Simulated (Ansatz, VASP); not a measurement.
**HfC in VASP and in Ansatz**

```xyz
2
Lattice="0.0000 2.3169 2.3169 2.3169 0.0000 2.3169 2.3169 2.3169 0.0000" Properties=species:S:1:pos:R:3 pbc="T T T"
Hf    2.3169    2.3169    2.3169
C     0.0000    0.0000    0.0000
```

Alike in both runs: task single point; functional r2SCAN; k mesh 12 × 12 × 12; occupations gaussian, width 0.05 eV; no spin polarisation.

|  | VASP | Ansatz |
| --- | --- | --- |
| version | VASP 6.6.1 | Ansatz 0.2.0 |
| potentials or method | VASP PAW PBE potentials, release 64 (Hf_pv, C) | scalar-relativistic, plane waves, PAW |
| plane-wave cutoff (eV) | 520 | 500 |
| valence electrons in the cell | 14 | 30 |

```csv
,VASP,Ansatz,Ansatz less VASP
gap on the k mesh at the Fermi level (eV),none,none,-
pressure (GPa),0.0,1.1,+1.05
```

A gap of «none» marks a metal or a gap that the smearing closes. With one functional, cell and mesh, what is left measures potentials, basis and numerics. The two sets of potentials don't hold the same shells in valence.

Caveats: the PAW data sets were made with another functional, which shifts forces and pressure a little (VASP). Spin-orbit coupling is left out, which matters for the levels of Hf.
